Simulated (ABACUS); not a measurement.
**Ge under changes of volume**

One of the cells (22.639 Å³/atom); the others are scaled copies at fixed shape and fractional positions:

```
CELL_PARAMETERS angstrom
0.00000 2.82891 2.82891
2.82891 0.00000 2.82891
2.82891 2.82891 0.00000
ATOMIC_POSITIONS crystal
Ge 0.75000 0.75000 0.75000
Ge 0.50000 0.50000 0.50000
```

- Program: ABACUS 3.10.1
- Functional: PBEsol
- Potentials or basis: PseudoDojo NC SR 0.4.1 PBEsol standard
- Cutoff: 1075 eV
- Density cutoff: 4299 eV
- Basis: plane waves
- k mesh: 8 × 8 × 8
- Occupations: fermi-dirac, width 0.05 eV
- Spin: no spin polarisation

| volume (Å³/atom) | energy over the lowest point (meV/atom) | pressure (GPa) |
| --- | --- | --- |
| 21.281 | 25.15 | 5.7 |
| 21.733 | 11.94 | 3.8 |
| 22.186 | 3.79 | 2.1 |
| 22.639 | 0.00 | 0.7 |
| 23.092 | ? | ? |
| 23.545 | 3.57 | -1.8 |
| 23.997 | 10.30 | -2.9 |

Question: What does the run at 23.092 Å³/atom give?

Answer: Energy over the lowest point 0.01 meV/atom; pressure -0.6 GPa.

Worked out: A Birch-Murnaghan fit of order 3 (a polynomial in V^(-2/3)) to the other rows has its minimum at 22.85 Å³/atom with B0 = V·E''(V) = 66 GPa and B' = 4.9. It gives 0.05 meV/atom at 23.092 Å³/atom, against the run's 0.01, and -dE/dV = -0.7 GPa, against -0.6.

Energies are extrapolated to zero smearing.
